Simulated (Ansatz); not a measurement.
Runs of Ansatz 0.2.0 on Sn. The structure is tetragonal, space group I4_1/amd (No. 141). The conventional cell has a = 5.880 Å, b = 5.880 Å, c = 3.199 Å, α = 90.00°, β = 90.00°, γ = 90.00°. Sn (site symmetry -4m2) is surrounded by 6 Sn at 3.05 to 3.20 Å. 

| task | level | spin | cell | k mesh | cutoff (eV) | smearing | points for each segment of the path | mesh quality | gap on the mesh (eV) | pressure (GPa) | relaxed volume (Å³/atom) |
| --- | --- | --- | --- | --- | --- | --- | --- | --- | --- | --- | --- |
| relaxation of cell and atoms | PBEsol+D3(BJ) | off | relaxed | 9 × 9 × 9 | 420 | fermi-dirac 0.05 eV | - | not flagged | - | 0.0 | 25.75 |
| relaxation of cell and atoms | HF | off | relaxed | 5 × 5 × 5 | 420 | fermi-dirac 0.05 eV | - | coarse | none | 0.0 | 29.03 |
| relaxation of cell and atoms | PBE+D4 | off | relaxed | 9 × 9 × 9 | 420 | fermi-dirac 0.05 eV | - | not flagged | - | 0.0 | (b) |
| band structure | PBE | SOC, no magnetisation | as given | 7 × 7 × 7 | 420 | fermi-dirac 0.05 eV | 14 | not flagged | none | 1.2 | - |
| relaxation of cell and atoms | PBE0 | off | relaxed | 5 × 5 × 5 | 420 | fermi-dirac 0.05 eV | - | coarse | none | 0.0 | (c) |
| single point | PBE | off | as given | 9 × 9 × 9 | 420 | gaussian 0.025 eV | - | not flagged | none | 1.4 | - |
| single point | r2SCANh | off | as given | 5 × 5 × 5 | 500 | fermi-dirac 0.05 eV | - | coarse | none | -0.2 | - |
| relaxation of cell and atoms | PBEsol+D4 | off | relaxed | 9 × 9 × 9 | 420 | fermi-dirac 0.05 eV | - | not flagged | - | 0.0 | (a) |

Alike in all rows: potentials or basis Ansatz PAW.

**Question.** Estimate the missing entries.

**Answer.** (a) 26.20; (b) 27.18; (c) 27.37.

Caveats: some runs use coarse meshes; the plane-wave basis is chosen anew once the cell has moved, so the energies of steps on either side of that aren't comparable (some runs); the PAW data sets come from PBE, with cores solved anew for the run's functional, which leaves a small shift of forces and pressure (some runs); the thresholds are loose for stress (some runs).

A k mesh can miss the band edges, and rows without SOC leave out spin-orbit coupling on Sn.

A gap of «none» marks a metal or a gap under the smearing width.
